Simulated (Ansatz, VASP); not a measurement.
## Au: VASP beside Ansatz

INCAR

```
PREC = Accurate ; ENCUT = 520
EDIFF = 1E-6 ; ISMEAR = -1
SIGMA = 0.05 ; LREAL = F
LASPH = T ; NELM = 100
ALGO = Normal ; ISIF = 2
LWAVE = F ; LCHARG = T
GGA = PS ; LELF = T
LVHAR = T ; NBANDS = 18
```

The input KPOINTS:

```
Automatic mesh
0
Gamma
  11 11 6
```

The input POSCAR:

```
Au
1.0
    1.4206566610     -2.5728602271      0.0000000000
    1.4206566610      2.5728602271      0.0000000000
    0.0000000000      0.0000000000      4.9255756512
Au
2
Direct
    0.3346720300      0.6653279700      0.2500000000
    0.6653279700      0.3346720300      0.7500000000
```

File input.yaml:

```yaml
crystal:
  lattice:
    - [1.420656661, -2.5728602271, 0.0]
    - [1.420656661, 2.5728602271, 0.0]
    - [0.0, 0.0, 4.9255756512]
  atoms:
    - { symbol: Au, position: [0.33467203, 0.66532797, 0.25] }
    - { symbol: Au, position: [0.66532797, 0.33467203, 0.75] }
kpoints:
  mp_grid: { grid: [11, 11, 6] }
scf:
  occupations: { method: fermi_dirac, width: 0.05 }
hamiltonian:
  xc: pbesol
  pseudopotentials: { kind: all_electron, lapw: { basis_error: 0.001 } }
output:
  forces: true
  stress: true
  eigenvalues: true
```

Change from the starting cell: volume scaled by 1.02.

Alike in both runs: task single point; functional PBEsol; k mesh 11 × 11 × 6; occupations fermi-dirac, width 0.05 eV; no spin polarisation.

|  | VASP | Ansatz |
| --- | --- | --- |
| version | VASP 6.6.1 | Ansatz 0.2.0 |
| potentials or method | VASP PAW PBE potentials, release 64 (Au) | all-electron LAPW, scalar-relativistic |
| plane-wave cutoff (eV) | 520 | see its input |

|  | VASP | Ansatz | Ansatz less VASP |
| --- | --- | --- | --- |
| gap on the k mesh at the Fermi level (eV) | none | none | - |
| pressure (GPa) | -8.1 | -7.9 | +0.21 |
| largest component of the traceless stress (GPa) | 2.23 | 2.24 | +0.004 |
| rms of the force components (eV/Å) | 0.007 | 0.008 | +0.0006 |

Atom by atom the forces differ by 0.001 eV/Å (rms over components). A gap of «none» marks a metal or a gap that the smearing closes. Ansatz ran all-electron here, so the differences hold the error of VASP's frozen core and of both bases.

Caveats: the PAW data sets were made with another functional, which shifts forces and pressure a little (VASP). Spin-orbit coupling is left out, which matters for the levels of Au.
